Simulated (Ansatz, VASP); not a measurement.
## AlO2: VASP beside Ansatz

```
Al O
1.0
     3.51890    0.00000    0.00000
     0.00000    3.51890    0.00000
     0.00000    0.00000    4.63354
Al O
1 2
Direct
  0.50000 0.50000 0.00000
  0.50000 0.00000 0.00000
  0.00000 0.50000 0.00000
```

Alike in both runs: task single point; functional PBE; k mesh 6 × 6 × 4; occupations gaussian, width 0.1 eV; collinear spin.

|  | VASP | Ansatz |
| --- | --- | --- |
| version | VASP 6.6.1 | Ansatz 0.2.0 |
| potentials or method | VASP PAW PBE potentials, release 64 (Al, O) | scalar-relativistic, plane waves, PAW |
| plane-wave cutoff (eV) | 520 | 420 |
| valence electrons in the cell | 15 | 15 |

```tsv
	VASP	Ansatz	Ansatz less VASP
gap on the k mesh at the Fermi level (eV)	none	none	-
pressure (GPa)	1.1	1.1	-0.03
largest component of the traceless stress (GPa)	0.91	0.76	-0.146
net moment per atom (μB)	0.31	0.31	0.000
size of the moment on the site where the two differ most (μB)	0.41	0.40	-0.010
```

Site moments also hang on the region over which each program counts them. A gap of «none» marks a metal or a gap that the smearing closes.
